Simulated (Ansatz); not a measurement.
KF built on the rocksalt prototype (r2SCAN geometry), in Ansatz:

```
CELL_PARAMETERS angstrom
0.00000 2.65896 2.65896
2.65896 0.00000 2.65896
2.65896 2.65896 0.00000
ATOMIC_POSITIONS crystal
K 0.00000 0.00000 0.00000
F 0.50000 0.50000 0.50000
```

G0W0@PBE with 206 empty bands, a screening cutoff of 180 eV and a 6×6×6 mesh (PAW, contour deformation) gives 9.752 eV over the mesh points, from a PBE gap of 6.259 eV; it sums over 214 bands with 181 plane waves in the screening and a wave cutoff of 420 eV. G0W0 here is at a finite number of bands, screening cutoff and k mesh, not at the basis limit. (Simulation; spin polarisation is off.)

(1) Estimate the gap with potentials of the kind norm-conserving.

(2) Estimate the gap with mesh 8×8×8, empty bands 61, screening cutoff 80 eV.

(3) Estimate the gap with empty bands 400, screening cutoff 260 eV.

(4) Estimate the gap with starting point PBE0.

Answers

(1) 9.745 eV (-0.007 eV), from a Kohn-Sham gap of 6.250 eV.

(2) 9.603 eV (-0.149 eV), from a Kohn-Sham gap of 6.259 eV.

(3) 9.856 eV (+0.104 eV), from a Kohn-Sham gap of 6.259 eV.

(4) 10.896 eV (+1.144 eV), from a Kohn-Sham gap of 9.039 eV.
